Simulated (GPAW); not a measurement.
Runs of GPAW 26.7.0 on PbS (Galena). The structure is cubic, space group Fm-3m (No. 225). The conventional cell has a = 5.931 Å, b = 5.931 Å, c = 5.931 Å, α = 90.00°, β = 90.00°, γ = 90.00°. Pb (site symmetry m-3m) has 6 S at 2.97 Å as nearest neighbours. Around S (site symmetry m-3m) lie 6 Pb at 2.97 Å. 

```csv
task,level,potentials or basis,cell,smearing,band path,band points,eigensolver,optimizer,fmax,gap on the mesh (eV),pressure (GPa)
single point,PBE,"GPAW PAW data sets (gpaw-data 1.2.1), pw",as given,gaussian 0.03 eV,-,-,-,-,-,0.31,2.0
band structure,PBEsol,"PAW data sets generated in the run's folder for this functional, pw",as given,gaussian 0.05 eV,"GXWKGLUWLK,UX",100,-,-,-,0.20,-1.1
relaxation of cell and atoms,BLYP+D4,"PAW data sets generated in the run's folder for this functional, pw",relaxed,fermi-dirac 0.05 eV,-,-,davidson,BFGS,0.01 eV/Å,0.73,0.0
single point,PBE,"GPAW PAW data sets (gpaw-data 1.2.1), pw",as given,gaussian 0.1 eV,-,-,-,-,-,0.31,2.0
relaxation of cell and atoms,PBEsol+D4,"PAW data sets generated in the run's folder for this functional, pw",relaxed to 1 GPa,fermi-dirac 0.05 eV,-,-,-,LBFGS,0.02 eV/Å,(a),1.0
```

Alike in all rows: no spin polarisation; k mesh 8 × 8 × 8; cutoff (eV) 600.

**Question.** Fill in the values left out.

**Answer.** (a) 0.03.

Caveats: spin-orbit coupling is left out, which as a rule narrows the gap of such compounds by several tenths of an eV; later steps reuse the first step's grids (some runs).

A k mesh can miss the band edges, and the runs leave out spin-orbit coupling on Pb.
